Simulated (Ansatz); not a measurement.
# AlRu: energy and stress against strain

Aim: for AlRu, strain the cell along the Voigt pattern (0, 0, 0, 0, 1, 0).

Program: Ansatz 0.2.0. Level of theory: DFT PBEsol, scalar-relativistic, plane waves, PAW. These are calculated values, not measurements.

**1. Starting point**

Symmetry: Pm-3m, No. 221, cubic system. The conventional cell has a = 2.992 Å, b = 2.992 Å, c = 2.992 Å, α = 90.00°, β = 90.00°, γ = 90.00°. Al (site symmetry m-3m) has 8 Ru at 2.59 Å in its first shell of neighbours. Ru (site symmetry m-3m) is surrounded by 8 Al at 2.59 Å.

Coordinates:

```cif
data_structure
_symmetry_space_group_name_H-M 'Pm-3m'
_symmetry_Int_Tables_number 221
_cell_length_a 2.9916
_cell_length_b 2.9916
_cell_length_c 2.9916
_cell_angle_alpha 90.000
_cell_angle_beta 90.000
_cell_angle_gamma 90.000
_cell_volume 26.77
loop_
_atom_site_label
_atom_site_type_symbol
_atom_site_symmetry_multiplicity
_atom_site_Wyckoff_symbol
_atom_site_fract_x
_atom_site_fract_y
_atom_site_fract_z
_atom_site_occupancy
Al1 Al 1 a 0.00000 0.00000 0.00000 1
Ru1 Ru 1 b 0.50000 0.50000 0.50000 1
```

No relaxation comes first: the listed cell is the starting point.

**2. Zero of energy**

The reference gives a free energy of -6342.3096 eV, pressure -3.23 GPa, largest force 0.000 eV/Å and gap on the mesh none (metal). It was computed beforehand with the settings of the runs below.

**3. Next: energy and stress against strain**

The cell is strained by ε times the Voigt pattern (0, 0, 0, 0, 1, 0) (xx, yy, zz, yz, xz, xy; engineering shear), with fractional coordinates fixed (clamped ions). The stress on the pattern is the sum of the stress components weighted by it, tension positive.

**4. ε = -0.0600**

Contents of input.yaml:

```yaml
crystal:
  lattice:
    - [2.9916, 0.0, -0.089748]
    - [0.0, 2.9916, 0.0]
    - [-0.089748, 0.0, 2.9916]
  atoms:
    - { symbol: Al, position: [0.0, 0.0, 0.0] }
    - { symbol: Ru, position: [0.5, 0.5, 0.5] }
basis:
  ecutwfc: 420
kpoints:
  mp_grid: { grid: [16, 16, 16] }
hamiltonian:
  xc: pbesol
scf:
  occupations: { method: gaussian, width: 0.15 }
output:
  forces: true
  stress: true
  eigenvalues: true
```

Run with:

```console
$ ansatz run input.yaml --threads 1 --pin off --max-ram 2560MiB --backend cpu --events-out ev --progress --plain --runs-dir out
```

**5. Point ε = 0.0450**

input.yaml: that of step 4 with these lines changed.

```diff
@@ -2,5 +2,5 @@
   lattice:
-    - [2.9916, 0.0, -0.089748]
+    - [2.9916, 0.0, 0.067311]
     - [0.0, 2.9916, 0.0]
-    - [-0.089748, 0.0, 2.9916]
+    - [0.067311, 0.0, 2.9916]
   atoms:
```

**6. At ε = -0.0300**

input.yaml: that of step 5 with these lines changed.

```diff
@@ -2,5 +2,5 @@
   lattice:
-    - [2.9916, 0.0, 0.067311]
+    - [2.9916, 0.0, -0.044874]
     - [0.0, 2.9916, 0.0]
-    - [0.067311, 0.0, 2.9916]
+    - [-0.044874, 0.0, 2.9916]
   atoms:
```

**7. At ε = 0.0150**

input.yaml: that of step 6 with these lines changed.

```diff
@@ -2,5 +2,5 @@
   lattice:
-    - [2.9916, 0.0, -0.044874]
+    - [2.9916, 0.0, 0.022437]
     - [0.0, 2.9916, 0.0]
-    - [-0.044874, 0.0, 2.9916]
+    - [0.022437, 0.0, 2.9916]
   atoms:
```

**8. ε = 0.0525**

input.yaml: that of step 7 with these lines changed.

```diff
@@ -2,5 +2,5 @@
   lattice:
-    - [2.9916, 0.0, 0.022437]
+    - [2.9916, 0.0, 0.0785295]
     - [0.0, 2.9916, 0.0]
-    - [0.022437, 0.0, 2.9916]
+    - [0.0785295, 0.0, 2.9916]
   atoms:
```

**9. At ε = 0.0375**

input.yaml: that of step 8 with these lines changed.

```diff
@@ -2,5 +2,5 @@
   lattice:
-    - [2.9916, 0.0, 0.0785295]
+    - [2.9916, 0.0, 0.0560925]
     - [0.0, 2.9916, 0.0]
-    - [0.0785295, 0.0, 2.9916]
+    - [0.0560925, 0.0, 2.9916]
   atoms:
```

**10. At ε = 0.0225**

input.yaml: that of step 9 with these lines changed.

```diff
@@ -2,5 +2,5 @@
   lattice:
-    - [2.9916, 0.0, 0.0560925]
+    - [2.9916, 0.0, 0.0336555]
     - [0.0, 2.9916, 0.0]
-    - [0.0560925, 0.0, 2.9916]
+    - [0.0336555, 0.0, 2.9916]
   atoms:
```

**11. At ε = 0.0075**

input.yaml: that of step 10 with these lines changed.

```diff
@@ -2,5 +2,5 @@
   lattice:
-    - [2.9916, 0.0, 0.0336555]
+    - [2.9916, 0.0, 0.0112185]
     - [0.0, 2.9916, 0.0]
-    - [0.0336555, 0.0, 2.9916]
+    - [0.0112185, 0.0, 2.9916]
   atoms:
```

(Steps that only read results are left out.)

What does the calculation give? Wanted: slope of the stress at ε = 0, from the points at -0.0300, 0 and 0.0075.

As calculated:

```
                                                              quantity    value
slope of the stress at ε = 0, from the points at -0.0300, 0 and 0.0075  129 GPa
```

**Reading.** From the stress slope, C55 is about 129 GPa with the ions clamped; letting the atoms relax could not make it stiffer. The step is wide, so higher orders mix in. The reference stands under -3.2 GPa, so this is no zero-stress constant. No sampled point lies below the undisturbed cell.
